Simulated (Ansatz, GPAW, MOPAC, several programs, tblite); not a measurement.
## WSe2 (2H monolayer) from semi-empirical methods to plane-wave DFT

A free-standing 2H monolayer of WSe2, relaxed with r2SCAN in Ansatz, was computed with several methods. The sheet's in-plane cell has a = 3.314 Å, b = 3.314 Å (γ = 120.0°), and its outermost atoms lie 3.32 Å apart along the normal. Around W lie 6 Se at 2.53 Å; around Se lie 3 W at 2.53 Å. No spin polarisation and no zero-point or thermal motion.

```cif
data_structure
_symmetry_space_group_name_H-M 'P 1'
_symmetry_Int_Tables_number 1
_cell_length_a 3.3144
_cell_length_b 3.3144
_cell_length_c 31.2378
_cell_angle_alpha 90.000
_cell_angle_beta 90.000
_cell_angle_gamma 120.000
_cell_volume 297.18
loop_
_atom_site_label
_atom_site_type_symbol
_atom_site_fract_x
_atom_site_fract_y
_atom_site_fract_z
_atom_site_occupancy
W1 W 0.33333 0.66667 0.28811 1
Se1 Se 0.66667 0.33333 0.34128 1
Se2 Se 0.66667 0.33333 0.23494 1
```
Periodic in the plane only; c spans the vacuum.

Gaps and times are for a single point on this cell. Times are rough, from shared hosts (Arm Neoverse V1), and each method has its own mesh and cell size. PM6 (MOPAC) and PM7 (MOPAC): levels, charges or heat of formation failed a check of plausibility, so no values are given. PM6 (MOPAC), PM7 (MOPAC), GFN1-xTB (tblite), GFN2-xTB (tblite) treat a cluster of cells at its zone centre, which samples few k points: where these miss a band edge, the gap comes out too large for that reason alone. Gaps from k meshes are read at a limited set of points (mesh, symmetry points, PBE's band edges), so each method's own least gap may be somewhat smaller. xTB and the PM methods were fitted mostly to molecules, and can miss a solid's gap by electronvolts. Minimal bases can be far off for gaps. GLLB-SC's gap includes the derivative discontinuity. d marks a direct gap, i an indirect one (no mark: not told apart), a dash a value that wasn't computed or didn't pass its checks.

```csv
method,kind,gap (eV),atoms computed,processor time
GFN1-xTB (tblite),tight binding,1.95,27,1.1 s
GFN2-xTB (tblite),tight binding,1.13,27,1.6 s
light PBE (260 eV and a coarse mesh),light plane-wave,1.53 d,3,5 s
PM6 (MOPAC),semi-empirical,–,27,7.9 s
PBE/single zeta (GPAW),small basis,1.54 i,3,17 s
PBE,semilocal,1.53 d,3,19 s
PM7 (MOPAC),semi-empirical,–,27,30 s
r2SCAN,semilocal,1.64 d,3,49 s
GLLB-SC (GPAW),model potential,2.06,3,96 s
```

Against r2SCAN (1.64 eV) and with closed or daggered gaps left aside, the nearest gap at the points sampled is that of PBE/single zeta (GPAW) (-0.10 eV) and the farthest that of GFN2-xTB (tblite) (-0.51 eV). r2SCAN is only a yardstick of convenience: semilocal gaps usually lie below measured ones, which GLLB-SC and hybrids aim to mend.

Spin-orbit coupling is left out, which matters wherever the heavy atoms make up the band edges.
